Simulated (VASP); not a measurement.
# Settings for BN: self-consistent run

BN, P1 (no. 1), 32 atoms in the cell. PBE; PAW potentials N, B (PBE set). VASP 6.6.1.

Wanted: energy within 2 meV/atom; forces within 0.01 eV/Å.

What the run is for: forces in a large cell; Accuracy asked: standard; Cell repeated: 2 × 2 × 2.

POSCAR:
```
BN
1.0
    4.9964800000      0.0000000000      0.0000000000
   -2.4982400000      4.3270786096      0.0000000000
    0.0000000000      0.0000000000     13.2714000000
N B
16 16
Direct
    0.3474120000      0.1666260000      0.1264430000
    0.3239140000      0.1612040000      0.6257910000
    0.3209890000      0.6614690000      0.1219470000
    0.3318430000      0.6654530000      0.6237440000
    0.8400620000      0.1683970000      0.1266740000
    0.8381850000      0.1723700000      0.6197110000
    0.8427580000      0.6685930000      0.1231810000
    0.8341100000      0.6651740000      0.6242690000
    0.1651360000      0.3277350000      0.3752840000
    0.1727280000      0.3378550000      0.8727900000
    0.1623690000      0.8235400000      0.3766480000
    0.1750420000      0.8340370000      0.8723850000
    0.6691410000      0.3366680000      0.3756000000
    0.6718610000      0.3335500000      0.8748920000
    0.6708780000      0.8429750000      0.3788860000
[... 4 lines left out ...]
    0.3378840000      0.6628170000      0.8742270000
    0.8305300000      0.1549690000      0.3770640000
    0.8416320000      0.1744570000      0.8737250000
    0.8356730000      0.6733400000      0.3762090000
    0.8362670000      0.6705950000      0.8751990000
    0.1662500000      0.3301340000      0.1273450000
    0.1700000000      0.3287070000      0.6252740000
    0.1654040000      0.8293800000      0.1229000000
    0.1600670000      0.8296320000      0.6231130000
    0.6604680000      0.3261620000      0.1238160000
    0.6703530000      0.3372330000      0.6294720000
    0.6624410000      0.8319950000      0.1244920000
    0.6670580000      0.8356090000      0.6256920000
```

The series start from Plane-wave cutoff (eV): 460; Projection operators (LREAL): Auto, ROPT -0.00025; Precision mode (PREC): Normal; Electronic threshold (eV): 1e-5; Parallel layout: defaults; Program: vasp_std; Electronic algorithm: ALGO=Normal; Bands a block (NSIM): NSIM=4; Data layout and linear algebra: defaults. Each series keeps the choices made before it, and each single choice may use up half of a tolerance.

## Plane-wave cutoff (eV)

| Plane-wave cutoff (eV) | Energy less reference (meV/atom) | Forces, largest deviation (eV/Å) | SCF iterations | Time (s) |
|---|---|---|---|---|
| 360 | 14.7 | 0.032 | 14 | 4.3 |
| 400 | 7.9 | 0.016 | 14 | 4.1 |
| 460 | 2.4 | 0.006 | 14 | 4.3 |
| 520 | 2.5 | 0.006 | 14 | 4.7 |
| 640 (reference) | 0.0 | 0.000 | 15 | 5.4 |

Chosen: 640; the next looser run is off by more than half of the tolerance, so convergence isn't shown beyond this value.

## Projection operators (LREAL)

| Projection operators (LREAL) | Energy less reference (meV/atom) | Forces, largest deviation (eV/Å) | SCF iterations | Time (s) |
|---|---|---|---|---|
| Auto, ROPT -0.005 | 0.0 | 0.116 | 15 | 4.7 |
| Auto, ROPT -0.002 | 0.3 | 0.037 | 15 | 4.8 |
| Auto, ROPT -0.001 | 0.1 | 0.029 | 15 | 4.8 |
| Auto, ROPT -0.0005 | -0.3 | 0.006 | 15 | 4.9 |
| Auto, ROPT -0.00025 | -0.2 | 0.004 | 15 | 5.4 |
| Auto, ROPT -0.0001 | -0.2 | 0.001 | 15 | 4.9 |
| False (reference) | 0.0 | 0.000 | 15 | 5.6 |

Chosen: Auto, ROPT -0.00025, the loosest value from which every tighter one stays within half of the tolerance.

## Precision mode (PREC)

| Precision mode (PREC) | Energy less reference (meV/atom) | Forces, largest deviation (eV/Å) | SCF iterations | Time (s) |
|---|---|---|---|---|
| SingleN | -0.3 | 0.010 | 15 | 3.6 |
| Normal | 0.0 | 0.003 | 15 | 5.4 |
| Accurate (reference) | 0.0 | 0.000 | 15 | 7.5 |

Chosen: Normal.

## Electronic threshold (eV)

| Electronic threshold (eV) | Energy less reference (meV/atom) | Forces, largest deviation (eV/Å) | SCF iterations | Time (s) |
|---|---|---|---|---|
| 0.001 | 0.0 | 0.004 | 12 | 3.2 |
| 0.0001 | 0.0 | 0.001 | 13 | 3.5 |
| 1e-5 | 0.0 | 0.000 | 15 | 5.4 |
| 1e-6 | 0.0 | 0.000 | 15 | 4.0 |
| 1e-7 (reference) | 0.0 | 0.000 | 16 | 4.2 |

Chosen: 0.001.

## Parallel layout

| Parallel layout | Energy less reference (meV/atom) | Forces, largest deviation (eV/Å) | SCF iterations | Time (s) |
|---|---|---|---|---|
| defaults | 0.0 | 0.000 | 12 | 3.2 |
| NCORE=2 | 0.0 | 0.001 | 12 | 3.1 |
| NCORE=4 | 0.0 | 0.001 | 12 | 3.0 |
| NCORE=8 | 0.0 | 0.001 | 12 | 3.0 |
| NPAR=2 | 0.0 | 0.001 | 12 | 3.0 |

Chosen: defaults; no other choice that stays within half of the tolerance saves 30 % of the time.

## Program

| Program | Energy less reference (meV/atom) | Forces, largest deviation (eV/Å) | SCF iterations | Time (s) |
|---|---|---|---|---|
| vasp_std | 0.0 | 0.000 | 12 | 3.2 |
| vasp_gam | 0.0 | 0.001 | 12 | 2.9 |

Chosen: vasp_std.

## Electronic algorithm

| Electronic algorithm | Energy less reference (meV/atom) | Forces, largest deviation (eV/Å) | SCF iterations | Time (s) |
|---|---|---|---|---|
| ALGO=Normal | 0.0 | 0.000 | 12 | 3.2 |
| ALGO=Fast | 0.0 | 0.009 | 13 | 3.4 |
| ALGO=VeryFast | 0.0 | 0.004 | 18 | 3.6 |
| ALGO=All ISEARCH=1 | 0.0 | 0.006 | 13 | 4.0 |

Chosen: ALGO=Normal.

## Bands a block (NSIM)

| Bands a block (NSIM) | Energy less reference (meV/atom) | Forces, largest deviation (eV/Å) | SCF iterations | Time (s) |
|---|---|---|---|---|
| NSIM=4 | 0.0 | 0.000 | 12 | 3.2 |
| NSIM=1 | 0.0 | 0.000 | 12 | 3.2 |
| NSIM=2 | 0.0 | 0.000 | 12 | 3.3 |
| NSIM=8 | 0.0 | 0.001 | 12 | 3.6 |
| NSIM=16 | 0.0 | 0.004 | 11 | 3.8 |

Chosen: NSIM=4.

## Data layout and linear algebra

| Data layout and linear algebra | Energy less reference (meV/atom) | Forces, largest deviation (eV/Å) | SCF iterations | Time (s) |
|---|---|---|---|---|
| defaults | 0.0 | 0.000 | 12 | 3.2 |
| LPLANE=False | 0.0 | 0.000 | 12 | 3.7 |
| LSCALAPACK=False | 0.0 | 0.000 | 12 | 3.6 |
| LSCALU=True | 0.0 | 0.000 | 12 | 3.7 |

Chosen: defaults.

## All choices together

| Input | Energy less reference (meV/atom) | Forces, largest deviation (eV/Å) | Time (s) |
|---|---|---|---|
| the program's defaults (naive) | 10.5 | 0.191 | 3.0 |
| chosen settings | -0.2 | 0.005 | 3.2 |
| reference settings throughout | 0.0 | 0.000 | 8.4 |

The chosen settings stay within the tolerance of the reference run, but the reference itself isn't shown to be converged in: Plane-wave cutoff (eV).

## The input

INCAR:
```
ALGO     = Normal         # electronic algorithm
EDIFF    = 0.001          # SCF threshold, eV
EFERMI   = MIDGAP       
ENCUT    = 640            # plane-wave cutoff, eV
GGA      = PE             # functional
GGA_COMPAT= False        
ISIF     = 2              # what is computed and relaxed
ISMEAR   = 0              # smearing method
ISYM     = 0            
LASPH    = True           # aspherical terms in the spheres
LCHARG   = False          # write CHGCAR
LREAL    = Auto         
LWAVE    = False          # write WAVECAR
NELM     = 120            # most SCF steps
NSIM     = 4            
PREC     = Normal         # precision mode
ROPT     = -0.00025 -0.00025
SIGMA    = 0.03           # smearing width, eV
```

KPOINTS:
```
k-points
0
Gamma
  1 1 1
```

Commands:
```
cat potpaw_PBE.64/N/POTCAR potpaw_PBE.64/B/POTCAR > POTCAR
mpirun -np 8 vasp_std > vasp.out
```

Limits: Only the k mesh 1 × 1 × 1 was run, so its error is untested.

The chosen input took VASP 6.6.1 3.2 s on 8 cores (Intel Xeon Platinum 8488C (Sapphire Rapids)), a shared host.

## An input that fails: Gamma-only program on a mesh of k points

VASP's message: You are using the Gamma-point-only version with more than one k-point or some other non-Gamma k-point.

k mesh: 1 × 1 × 1 becomes 2 × 2 × 2.

Changes against the starting input:
```
- NELM = 120
+ NELM = 63
- vasp_std
+ vasp_gam
(KPOINTS)
-k-points
+Automatic mesh
-  1 1 1
+  2 2 2
+  0 0 0
```
